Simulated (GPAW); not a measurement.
MoSe2:

```xyz
6
Lattice="3.2880 0.0000 0.0000 -1.6440 2.8475 0.0000 0.0000 0.0000 12.9000" Properties=species:S:1:pos:R:3 pbc="T T T"
Mo    1.6440    0.9492    9.6750
Mo    0.0000    1.8983    3.2250
Se    1.6440    0.9492    4.8375
Se    0.0000    1.8983   11.2875
Se    0.0000    1.8983    8.0625
Se    1.6440    0.9492    1.6125
```

```yaml
Program: GPAW 26.7.0
Task: relaxation of cell and atoms
Functional: RPBE
Dispersion: D3(BJ)
Potentials_or_basis: the program's PAW data sets (release 1.2.1) made for this functional
Cutoff: 600 eV
Basis: pw
k_mesh: 6 × 6 × 2
Occupations: fermi-dirac, width 0.05 eV
Spin: no spin polarisation
```

At the start: pressure -10.6 GPa; volume 20.13 Å³/atom.

Problem. How do energy, volume and symmetry change on relaxing?

Solution. Over 34 steps the energy falls by 249.8 meV/atom and the volume is 15.75 Å³/atom (-21.7 %); space group P6_3/mmc (No. 194, to 0.05 Å).

Step by step:
| step | energy change (eV) | largest force (eV/Å) | pressure (GPa) | volume (Å³) |
| --- | --- | --- | --- | --- |
| 1 | 0.0000 | 0.5313 | -10.58 | 120.78 |
| 2 | -0.0802 | 0.5179 | -10.38 | 119.98 |
| 3 | -0.2306 | 0.4942 | -9.96 | 118.41 |
| 4 | -0.4322 | 0.4644 | -9.27 | 116.15 |
| 5 | -0.6586 | 0.4321 | -8.25 | 113.29 |
| 6 | -0.8793 | 0.3983 | -6.83 | 109.96 |
| 7 | -1.0637 | 0.3565 | -5.01 | 106.30 |
| 8 | -1.1878 | 0.2936 | -2.82 | 102.49 |
| 9 | -1.2459 | 0.1844 | -0.18 | 98.41 |
| 10 | -1.2394 | 0.0627 | 2.67 | 94.50 |
| 11 | -1.2461 | 0.0590 | 2.57 | 94.54 |
| 12 | -1.2591 | 0.0524 | 2.36 | 94.63 |
| 13 | -1.2777 | 0.0441 | 2.06 | 94.76 |
| 14 | -1.3008 | 0.0361 | 1.70 | 94.93 |
| 15 | -1.3271 | 0.0307 | 1.29 | 95.11 |
| 16 | -1.3551 | 0.0301 | 0.85 | 95.32 |
| 17 | -1.3832 | 0.0360 | 0.43 | 95.53 |
| 18 | -1.4126 | 0.0501 | -0.02 | 95.76 |
| 19 | -1.4411 | 0.0725 | -0.46 | 95.98 |
| 20 | -1.4654 | 0.0984 | -0.86 | 96.17 |
| 21 | -1.4822 | 0.1168 | -1.22 | 96.28 |
| 22 | -1.4893 | 0.1094 | -1.48 | 96.22 |
| 23 | -1.4862 | 0.0707 | -1.57 | 95.93 |
| 24 | -1.4866 | 0.0696 | -1.55 | 95.91 |
| 25 | -1.4874 | 0.0670 | -1.51 | 95.86 |
| 26 | -1.4884 | 0.0632 | -1.44 | 95.80 |
| 27 | -1.4897 | 0.0583 | -1.36 | 95.72 |
| 28 | -1.4912 | 0.0524 | -1.25 | 95.62 |
| 29 | -1.4928 | 0.0457 | -1.12 | 95.50 |
| 30 | -1.4943 | 0.0383 | -0.97 | 95.36 |
| 31 | -1.4959 | 0.0296 | -0.79 | 95.20 |
| 32 | -1.4974 | 0.0197 | -0.57 | 95.00 |
| 33 | -1.4985 | 0.0088 | -0.30 | 94.78 |
| 34 | -1.4990 | 0.0029 | 0.01 | 94.52 |

Final structure:
```
Mo Se
1.0
     3.05300    0.00000    0.00000
    -1.52650    2.64398    0.00000
     0.00000    0.00000   11.70983
Mo Se
2 4
Direct
  0.66667 0.33333 0.75000
  0.33333 0.66667 0.25000
  0.66667 0.33333 0.39630
  0.33333 0.66667 0.89630
  0.33333 0.66667 0.60370
  0.66667 0.33333 0.10370
```

Caveat: the k mesh is coarse; later steps reuse the first step's grids; the volume moved by over 15 % at a fixed basis, so the end points are rough; the volume moved by -22 % from the deposited cell, more than functionals usually miss.
